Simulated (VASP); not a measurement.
# Pd: single point with PBE

The system is Pd.

```
Pd
1.0
    -1.58300    1.58300    1.58300
     1.58300   -1.58300    1.58300
     1.58300    1.58300   -1.58300
Pd
1
Direct
  0.00000 0.00000 0.00000
```

The cell isn't the ideal one: strained and moved within the space group.

```json
{"Program": "VASP 6.6.1", "Task": "single point", "Functional": "PBE", "Potentials or basis": "VASP PAW PBE potentials, release 64 (Pd)", "Cutoff": "520 eV", "k mesh": "18 × 18 × 18", "Occupations": "gaussian, width 0.1 eV", "Spin": "no spin polarisation", "Dipole correction": "no", "Further INCAR settings": "ALGO = Fast; EDIFF = 1e-06; NBANDS = 11"}
```

```json
{
 "Pressure": "-4.4 GPa",
 "Band gap on the k mesh": "none (metal or under the smearing width)"
}
```

Levels at points of the mesh, in eV from the Fermi level:
```tsv
k point	band 2	band 3	band 4	band 5	band 6	band 7	band 8	band 9
(0.00, 0.00, 0.00)	-2.64	-2.64	-2.64	-0.85	-0.85	19.22	19.22	19.22
(0.50, 0.00, 0.00)	-3.71	-0.92	-0.65	0.53	1.54	7.37	14.97	17.16
(0.50, 0.50, 0.50)	-4.66	0.19	0.19	0.19	8.99	8.99	8.99	16.58
```

Run time: 21 s on 1 thread of Intel(R) Xeon(R) 6975P-C (Granite Rapids) (shared host), peak memory 0.15 GiB.
